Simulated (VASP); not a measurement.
## VASP 6.6.1 run: NaH

INCAR

```
LASPH = .TRUE.
NBANDS = 11
ALGO = Normal
LREAL = .FALSE.
ISMEAR = 0
SIGMA = 0.01
EDIFF = 1E-7
ISIF = 2
PREC = Accurate
LCHARG = .FALSE.
ENCUT = 520
GGA = AM
IBRION = -1
LWAVE = .FALSE.
NELM = 120
NSW = 0
```

KPOINTS

```
KPOINTS created by Atomic Simulation Environment
0
Gamma
10 10 10
0 0 0
```

POSCAR

```
Na H
 1.0000000000000000
     0.0000000000000000    2.3975116422297216    2.3975116422297216
     2.3975116422297216   -0.0000000000000000    2.3975116422297216
     2.3975116422297216    2.3975116422297216   -0.0000000000000000
 Na  H
   1   1
Cartesian
 -0.0000000000000000  0.0000000000000000  0.0000000000000000
  2.3975116422297216  2.3975116422297216  2.3975116422297216
```

The recommended PBE PAW datasets give the neutral cell 8 valence electrons.

Command

```
mpirun -np 1 vasp_std
```

Q: Predict the outcome of this run.

A: It converged. Results: gap between bands v and c on the k mesh 3.69 eV; least direct gap on the k mesh 4.57 eV; pressure 0.6 GPa. Band v is the last that the valence electrons fill when counted band by band, and c is the next.

OSZICAR

```
N       E                     dE             d eps       ncg     rms          rms(c)
DAV:   1     0.363532816500E+02    0.36353E+02   -0.45833E+03  1043   0.741E+02
DAV:   2    -0.408348130033E+01   -0.40437E+02   -0.39917E+02  1107   0.191E+02
DAV:   3    -0.526743784596E+01   -0.11840E+01   -0.11826E+01  1257   0.316E+01
DAV:   4    -0.527504864095E+01   -0.76108E-02   -0.76102E-02  1185   0.258E+00
DAV:   5    -0.527512131193E+01   -0.72671E-04   -0.72670E-04  1209   0.251E-01    0.293E+00
DAV:   6    -0.498645873763E+01    0.28866E+00   -0.28503E-01  1238   0.342E+00    0.137E+00
DAV:   7    -0.491104212267E+01    0.75417E-01   -0.26251E-01  1160   0.243E+00    0.329E-01
DAV:   8    -0.491519526227E+01   -0.41531E-02   -0.85944E-03  1133   0.103E+00    0.632E-02
DAV:   9    -0.491535623327E+01   -0.16097E-03   -0.72508E-04  1250   0.331E-01    0.169E-02
DAV:  10    -0.491535668395E+01   -0.45068E-06   -0.30495E-05  1148   0.377E-02    0.412E-03
DAV:  11    -0.491536058430E+01   -0.39004E-05   -0.89702E-06  1167   0.144E-02    0.204E-03
DAV:  12    -0.491536044105E+01    0.14325E-06   -0.21996E-07  1191   0.251E-03    0.262E-04
DAV:  13    -0.491536048310E+01   -0.42045E-07   -0.59856E-09   625   0.593E-04
   1 F= -.49153605E+01 E0= -.49153605E+01  d E =-.840701-133
```

For comparison, a separate r²SCAN run of the intended cell, on usual settings and not on those above, gives a gap of 4.43 eV on its mesh and a pressure of -0.3 GPa.
